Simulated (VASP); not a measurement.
# Os (Im-3m) in VASP: notebook

Runs on Os. Level: PBEsol. Tasks: single point, relaxation of cell and atoms.

Program: VASP 6.6.1. These are calculated values, not measurements. Logs are shortened: lines on timing, memory, paths and dates and some standing lists are left out, and cuts for length are marked.

## 1. Starting point

The structure is cubic, space group Im-3m (No. 229). Conventional cell: a = 3.062 Å, b = 3.062 Å, c = 3.062 Å, α = 90.00°, β = 90.00°, γ = 90.00°. Os (site symmetry m-3m) is surrounded by 8 Os at 2.65 Å.

This isn't the form of Os at room conditions, which is hcp.

## 2. Single point, PBEsol

File INCAR:

```
SYSTEM = Os
PREC = Accurate ; ENCUT = 520
EDIFF = 1E-6 ; ISMEAR = 0
SIGMA = 0.1 ; LREAL = .False.
LASPH = .True. ; NELM = 100
ALGO = Fast ; ISIF = 2
LWAVE = .False. ; LCHARG = .True.
GGA = PS ; LELF = .True.
LVHAR = .True. ; NBANDS = 10
```

File KPOINTS:

```
Automatic mesh
0
Gamma
  20 20 20
  0 0 0
```

File POSCAR:

```
Os
1.0
   -1.5309459034      1.5309459034      1.5309459034
    1.5309459034     -1.5309459034      1.5309459034
    1.5309459034      1.5309459034     -1.5309459034
Os
1
Direct
    0.0000000000      0.0000000000      0.0000000000
```

Potentials or basis: VASP PAW PBE potentials, release 64 (Os).

Started as:

```console
$ cat potpaw_PBE.64/Os/POTCAR > POTCAR
$ mpirun -np 1 vasp_std > vasp.out
```

OUTCAR:

```text
SYSTEM = Os
   PREC = Accurate
   ENCUT = 520
   EDIFF = 1E-6
   ISMEAR = 0
   LREAL = .False.
   LASPH = .True.
   NELM = 100
   ISIF = 2
   GGA = PS

 ion  position               nearest neighbor table
   1  0.000  0.000  0.000-

  LATTYP: Found a body centered cubic cell.
 ALAT       =     3.0618918068

  Lattice vectors:

 A1 = (  -1.5309459034,   1.5309459034,   1.5309459034)
 A2 = (   1.5309459034,  -1.5309459034,   1.5309459034)
 A3 = (   1.5309459034,   1.5309459034,  -1.5309459034)

Analysis of symmetry for initial positions (statically):
=====================================================================
 Subroutine PRICEL returns:
 Original cell was already a primitive cell.

 Routine SETGRP: Setting up the symmetry group for a
 body centered cubic supercell.

 Subroutine GETGRP returns: Found 48 space group operations
 (whereof 48 operations were pure point group operations)
 out of a pool of 48 trial point group operations.

The static configuration has the point symmetry O_h .

Analysis of symmetry for dynamics (positions and initial velocities):
=====================================================================
 Subroutine PRICEL returns:
 Original cell was already a primitive cell.

 Routine SETGRP: Setting up the symmetry group for a
 body centered cubic supercell.

 Subroutine GETGRP returns: Found 48 space group operations
 (whereof 48 operations were pure point group operations)
 out of a pool of 48 trial point group operations.

The dynamic configuration has the point symmetry O_h .

 Subroutine INISYM returns: Found 48 space group operations
 (whereof 48 operations are pure point group operations),
 and found     1 'primitive' translations

----------------------------------------------------------------------------------------

                                     Primitive cell

  volume of cell :      14.3529

  direct lattice vectors                    reciprocal lattice vectors
    -1.530945903  1.530945903  1.530945903     0.000000000  0.326595472  0.326595472
     1.530945903 -1.530945903  1.530945903     0.326595472  0.000000000  0.326595472
     1.530945903  1.530945903 -1.530945903     0.326595472  0.326595472  0.000000000

  length of vectors
     2.651676088  2.651676088  2.651676088     0.461875746  0.461875746  0.461875746

  position of ions in fractional coordinates (direct lattice)
     0.000000000  0.000000000  0.000000000

  ion indices of the primitive-cell ions
   primitive index   ion index
                 1           1

----------------------------------------------------------------------------------------

 KPOINTS: Automatic mesh

Automatic generation of k-mesh.
 Grid dimensions read from file:
 generate k-points for:   20   20   20

 Generating k-lattice:

  Cartesian coordinates                     Fractional coordinates (reciprocal lattice)
     0.000000000  0.016329774  0.016329774     0.050000000  0.000000000  0.000000000
     0.016329774  0.000000000  0.016329774     0.000000000  0.050000000  0.000000000
     0.016329774  0.016329774  0.000000000     0.000000000  0.000000000  0.050000000

  Length of vectors
     0.023093787  0.023093787  0.023093787

  Shift w.r.t. Gamma in fractional coordinates (k-lattice)
     0.000000000  0.000000000  0.000000000

 Subroutine IBZKPT returns following result:
 ===========================================

 Found    256 irreducible k-points:

 Following reciprocal coordinates:
            Coordinates               Weight
  0.000000  0.000000  0.000000      1.000000
  0.050000  0.000000  0.000000     12.000000
  0.100000  0.000000  0.000000     12.000000
  0.150000  0.000000  0.000000     12.000000
  0.200000  0.000000  0.000000     12.000000
  0.250000  0.000000  0.000000     12.000000
[... 16 lines left out ...]
  0.200000  0.100000  0.000000     48.000000
  0.250000  0.100000  0.000000     48.000000
 [... further k-points ...]
   k-points           NKPTS =    256   k-points in BZ     NKDIM =    256   number of bands    NBANDS=     10
   number of dos      NEDOS =    301   number of ions     NIONS =      1
   total plane-waves  NPLWV =   8000
   dimension x,y,z NGX =    20 NGY =   20 NGZ =   20
   dimension x,y,z NGXF=    40 NGYF=   40 NGZF=   40
   ions per type =               1
   NGX,Y,Z   is equivalent  to a cutoff of  12.54, 12.54, 12.54 a.u.
   NGXF,Y,Z  is equivalent  to a cutoff of  25.08, 25.08, 25.08 a.u.
 SYSTEM =  Os
   PREC   = accura    normal or accurate (medium, high low for compatibility)
   ISTART =      0    job   : 0-new  1-cont  2-samecut
   ICHARG =      2    charge: 1-file 2-atom 10-const
   ISPIN  =      1    spin polarized calculation?
   LNONCOLLINEAR =      F non collinear calculations
   LSORBIT =      F    spin-orbit coupling
   LASPH  =      T    aspherical Exc in radial PAW
   ENCUT  =  520.0 eV  38.22 Ry    6.18 a.u.   4.93  4.93  4.93*2*pi/ulx,y,z
   NELM   =    100;   NELMIN=  2; NELMDL= -5     # of ELM steps
   EDIFF  = 0.1E-05   stopping-criterion for ELM
   LREAL  =      F    real-space projection
   EDIFFG = 0.1E-04   stopping-criterion for IOM
   NSW    =      0    number of steps for IOM
   IBRION =     -1    ionic relax: 0-MD 1-quasi-New 2-CG
   NFREE  =      0    steps in history (QN), initial steepest desc. (CG)
   ISIF   =      2    stress and relaxation
   ISYM   =      2    0-nonsym 1-usesym 2-fastsym
   POTIM  = 0.5000    time-step for ionic-motion
   TEBEG  =    0.0;   TEEND  =   0.0 temperature during run
   PSTRESS=    0.0 pullay stress
   NELECT =       8.0000    total number of electrons
   NUPDOWN=      -1.0000    fix difference up-down
   EMIN   =  10.00;   EMAX   =-10.00  energy-range for DOS
   EFERMI =   0.00;   METHOD = LEGACY
   ISMEAR =     0;   SIGMA  =   0.10  broadening in eV -4-tet -1-fermi 0-gaus
   EFERMI_NEDOS =   21; number of points for ismear=-14 and -15
   IALGO  =     68    algorithm
   IMIX   =      4    mixing-type and parameters
     AMIX     =   0.40;   BMIX     =  1.00
     AMIX_MAG =   1.60;   BMIX_MAG =  1.00
  volume/ion in A,a.u.               =      14.35        96.86
  Fermi-wavevector in a.u.,A,eV,Ry     =   1.347281  2.545993 24.696849  1.815167
  Thomas-Fermi vector in A             =   2.475045
   LORBIT       =      0    0 simple, 1 ext, 2 COOP (PROOUT), +10 PAW based schemes
   GGA     = PS    functional components
   LHFCALC =     F    Hartree Fock is set to
   AEXX    =    0.0000 exact exchange contribution
   IVDW    =     0    specifies the selected vdW correction
   LEPSILON=     F    determine dielectric tensor
   LRPA    =     F    only Hartree local field effects (RPA)
 non-spin polarized calculation
 RMM-DIIS sequential band-by-band and
 Gauss-broadening in eV      SIGMA  =   0.10
  energy-cutoff  :      520.00
  volume of cell :       14.35
 maximum number of plane-waves:       402
   NGX =  9   NGY =  9   NGZ =  9

 number of electron       8.0000001 magnetization

 Free energy of the ion-electron system (eV)
  ---------------------------------------------------
  ext. energy  EPLUGINS =         0.00000000
  ---------------------------------------------------
  free energy    TOTEN  =       -11.31932139 eV

  energy without entropy =      -11.31195594  energy(sigma->0) =      -11.31563867

 E-fermi :   9.1772     XC(G=0): -13.9957

 val. band max:        9.1754706315   @ k =   0.3000   0.2000   0.0500
 cond. band min:       9.1834550130   @ k =   0.1000   0.0500   0.0000
 fundamental gap:      0.0079843815
 Fermi energy:         9.1772206777

 k-point     1 :       0.0000    0.0000    0.0000
  band No.  band energies     occupation
      1      -1.8374      2.00000
      2       5.8121      2.00000
      3       5.8121      2.00000
      4       5.8121      2.00000
      5       9.1198      1.58334
      6       9.1198      1.58333
      7      25.4435      0.00000
      8      25.4435      0.00000
      9      25.4435      0.00000
     10      37.4468      0.00000

 k-point     2 :       0.0500    0.0000    0.0000
  band No.  band energies     occupation
      1      -1.7161      2.00000
      2       5.7491      2.00000
      3       5.8057      2.00000
      4       5.9251      2.00000
      5       9.0270      1.96642
      6       9.1235      1.55295
      7      25.5310      0.00000
      8      25.6428      0.00000
      9      25.6710      0.00000
     10      36.3276      0.00000

 k-point     3 :       0.1000    0.0000    0.0000
  band No.  band energies     occupation
      1      -1.3622      2.00000
      2       5.5709      2.00000
      3       5.7738      2.00000
      4       6.2605      2.00000
      5       8.8043      2.00000
      6       9.1371      1.42909
      7      25.7432      0.00000
      8      26.2282      0.00000
      9      26.2478      0.00000
     10      34.2064      0.00000

 k-point     4 :       0.1500    0.0000    0.0000
  band No.  band energies     occupation
      1      -0.8085      2.00000
      2       5.3054      2.00000
      3       5.6923      2.00000
      4       6.8078      2.00000
      5       8.5838      2.00000
      6       9.1676      1.10827
      7      25.9014      0.00000
      8      26.8134      0.00000
      9      27.1660      0.00000
     10      32.8121      0.00000
[... 222 lines left out ...]
 k-point    22 :       0.1500    0.1000    0.0000
  band No.  band energies     occupation
      1       0.1877      2.00000
      2       5.0173      2.00000
      3       5.2544      2.00000
      4       8.0111      2.00000
      5       8.2745      2.00000
      6       9.3988      0.00173
      7      26.0796      0.00000
      8      26.5362      0.00000
      9      28.0293      0.00000
     10      31.6114      0.00000

 k-point    23 :       0.2000    0.1000    0.0000
  band No.  band energies     occupation
      1       0.8903      2.00000
      2       4.6999      2.00000
      3       5.1800      2.00000
      4       8.2930      2.00000
      5       8.9772      1.99532
      6       9.5201      0.00000
      7      24.8755      0.00000
      8      25.8380      0.00000
      9      29.0601      0.00000
     10      30.6915      0.00000

 k-point    24 :       0.2500    0.1000    0.0000
  band No.  band energies     occupation
      1       1.4445      2.00000
      2       4.4011      2.00000
      3       5.3635      2.00000
      4       8.4616      2.00000
      5       9.6078      0.00000
      6      10.0749      0.00000
      7      23.2979      0.00000
      8      24.6999      0.00000
      9      29.3101      0.00000
     10      30.5252      0.00000

 [... further k-points ...]

------------------------ aborting loop because EDIFF is reached ----------------------------------------

  FORCE on cell =-STRESS in cart. coord.  units (eV):
  Direction    XX          YY          ZZ          XY          YZ          ZX
  --------------------------------------------------------------------------------------
  -------------------------------------------------------------------------------------
  Total        0.0638840      0.0638840      0.0638840     -0.0000000      0.0000000      0.0000000
  in kB        7.1312062      7.1312062      7.1312062     -0.0000000      0.0000000      0.0000000
  external PRESSURE =       7.1312062 kB  Pullay stress =       0.0000000 kB

 VOLUME and BASIS-vectors are now :
 -----------------------------------------------------------------------------
  energy-cutoff  :      520.00
  volume of cell :       14.35
      direct lattice vectors                 reciprocal lattice vectors
    -1.530945903  1.530945903  1.530945903     0.000000000  0.326595472  0.326595472
     1.530945903 -1.530945903  1.530945903     0.326595472  0.000000000  0.326595472
     1.530945903  1.530945903 -1.530945903     0.326595472  0.326595472  0.000000000

 POSITION                                       TOTAL-FORCE (eV/Angst)
 -----------------------------------------------------------------------------------
      0.00000      0.00000      0.00000         0.000000      0.000000     -0.000000
 -----------------------------------------------------------------------------------
    total drift:                                0.000000      0.000000      0.000000

  FREE ENERGIE OF THE ION-ELECTRON SYSTEM (eV)
  ---------------------------------------------------
  free  energy   TOTEN  =       -11.3193213934 eV

  energy  without entropy=      -11.3119559410  energy(sigma->0) =      -11.31563867
```

It took 19 s on 1 thread of Intel Xeon Platinum 8488C (Sapphire Rapids), shared host; peak memory 0.15 GiB.

What came out:

```yaml
Free_energy: -11.3193 eV
Pressure: 0.7 GPa
Band_gap_on_the_k_mesh: none (metal or under the smearing width)
```

Levels at points of the mesh, in eV from the Fermi level:
| k point | band 1 | band 2 | band 3 | band 4 | band 5 | band 6 | band 7 | band 8 | band 9 |
| --- | --- | --- | --- | --- | --- | --- | --- | --- | --- |
| (0.00, 0.00, 0.00) | -11.01 | -3.37 | -3.37 | -3.37 | -0.06 | -0.06 | 16.27 | 16.27 | 16.27 |
| (0.50, 0.00, 0.00) | -7.82 | -5.46 | -0.22 | -0.19 | 0.60 | 3.34 | 9.10 | 12.49 | 17.17 |
| (0.50, 0.50, 0.50) | -7.42 | -7.42 | 2.49 | 2.49 | 2.49 | 7.93 | 7.93 | 7.93 | 15.50 |

Caveat: the PAW data sets were made with another functional, which shifts forces and pressure a little.

## 3. Relaxation of cell and atoms, PBEsol

File INCAR:

```
SYSTEM = Os
PREC = Accurate
ENCUT = 600
EDIFF = 1E-7
ISMEAR = 0
SIGMA = 0.1
LREAL = .False.
LASPH = .True.
NELM = 100
ALGO = Normal
ISIF = 3
LWAVE = .False.
LCHARG = .False.
GGA = PS
IBRION = 2
NSW = 100
EDIFFG = -0.002
```

KPOINTS is that of step 2.

File POSCAR:

```
Os
1.0
   -1.5309021979      1.5309021979      1.5309021979
    1.5309021979     -1.5309021979      1.5309021979
    1.5309021979      1.5309021979     -1.5309021979
Os
1
Direct
    0.0000000000      0.0000000000      0.0000000000
```

Potentials or basis: VASP PAW PBE potentials, release 64 (Os).

Started as:

```console
$ cat potpaw_PBE.64/Os/POTCAR > POTCAR
$ mpirun -np 1 vasp_std > vasp.out
```

It took 31 s on 1 thread of Intel Xeon Platinum 8488C (Sapphire Rapids), shared host; peak memory 0.17 GiB.

It converged, with:

```
Free energy                            : -11.3197 eV
Relaxed volume                         : 14.38 Å³/atom
Relaxed cell                           : a = 2.653 Å, b = 2.653 Å, c = 2.653 Å, α = 109.47°, β = 109.47°, γ = 109.47°
Space group after relaxing (to 0.05 Å) : Im-3m (No. 229)
Energy gained by relaxing              : 0.1 meV/atom
Ionic steps                            : 3
Pressure after relaxing                : 0.0 GPa
Band gap on the k mesh                 : none (metal or under the smearing width)
```

Final structure:
```
Os
1.0
    -1.53190    1.53190    1.53190
     1.53190   -1.53190    1.53190
     1.53190    1.53190   -1.53190
Os
1
Direct
  0.00000 0.00000 0.00000
```

Levels at points of the mesh, in eV from the Fermi level:
```
           k point  band 1  band 2  band 3  band 4  band 5  band 6  band 7  band 8
(0.00, 0.00, 0.00)  -11.00   -3.36   -3.36   -3.36   -0.06   -0.06   16.26   16.26
(0.50, 0.00, 0.00)   -7.80   -5.45   -0.22   -0.19    0.59    3.33    9.08   12.48
(0.50, 0.50, 0.50)   -7.40   -7.40    2.48    2.48    2.48    7.92    7.92    7.92
```

Caveat: the PAW data sets were made with another functional, which shifts forces and pressure a little. Spin-orbit coupling is left out, which matters for the levels of Os.

## 4. Single point, PBEsol

This run uses another cell than the first one, of 14.00 Å³/atom, 0.975 times its volume.

File INCAR:

```
SYSTEM = Os
PREC = Accurate
ENCUT = 520
EDIFF = 1E-6
ISMEAR = 0
SIGMA = 0.1
LREAL = .FALSE.
LASPH = .TRUE.
NELM = 100
ALGO = Fast
ISIF = 2
LWAVE = .FALSE.
LCHARG = .FALSE.
GGA = PS
NBANDS = 10
```

File KPOINTS:

```
Automatic mesh
0
G
  8 8 8
  0 0 0
```

File POSCAR:

```
Os
1.0
   -1.5182944859      1.5182944859      1.5182944859
    1.5182944859     -1.5182944859      1.5182944859
    1.5182944859      1.5182944859     -1.5182944859
Os
1
Direct
    0.0000000000      0.0000000000      0.0000000000
```

Started as:

```console
$ cat potpaw_PBE.64/Os/POTCAR > POTCAR
$ mpirun -np 1 vasp_std > vasp.out
```

Wall time 4 s (1 thread of Intel Xeon Platinum 8488C (Sapphire Rapids), shared host); peak memory 0.12 GiB.

Results (log left out):

* Free energy: -11.3221 eV
* Pressure: 10.8 GPa
* Band gap on the k mesh: none (metal or under the smearing width)

Levels at points of the mesh, in eV from the Fermi level:
| k point | band 2 | band 3 | band 4 | band 5 | band 6 | band 7 |
| --- | --- | --- | --- | --- | --- | --- |
| (0.00, 0.00, 0.00) | -3.58 | -3.58 | -3.58 | -0.14 | -0.14 | 16.20 |
| (0.50, 0.00, 0.00) | -5.75 | -0.31 | -0.27 | 0.55 | 3.40 | 9.36 |
| (0.50, 0.50, 0.50) | -7.78 | 2.51 | 2.51 | 2.51 | 7.97 | 7.97 |

Caveat: the k mesh is coarse (spacing up to 0.37 Å⁻¹), so the values aren't converged; the PAW data sets were made with another functional, which shifts forces and pressure a little. Spin-orbit coupling is left out, which matters for the levels of Os.

## 5. Summary

```csv
task,cell,k mesh,cutoff (eV),mesh quality,gap on the mesh (eV),pressure (GPa)
single point,"Im-3m, 14.35 Å³/atom",20 × 20 × 20,520,not flagged,none,0.7
relaxation of cell and atoms,relaxed,20 × 20 × 20,600,not flagged,none,0.0
single point,"Im-3m, 14.0 Å³/atom",8 × 8 × 8,520,coarse,none,10.8
```

Alike in all rows: level PBEsol; potentials or basis VASP PAW PBE potentials, release 64 (Os); no spin polarisation; smearing gaussian 0.1 eV.

Caveats: some runs use coarse meshes; the PAW data sets were made with another functional, which shifts forces and pressure a little.

Absolute energies hang on the potentials; compare differences alone.
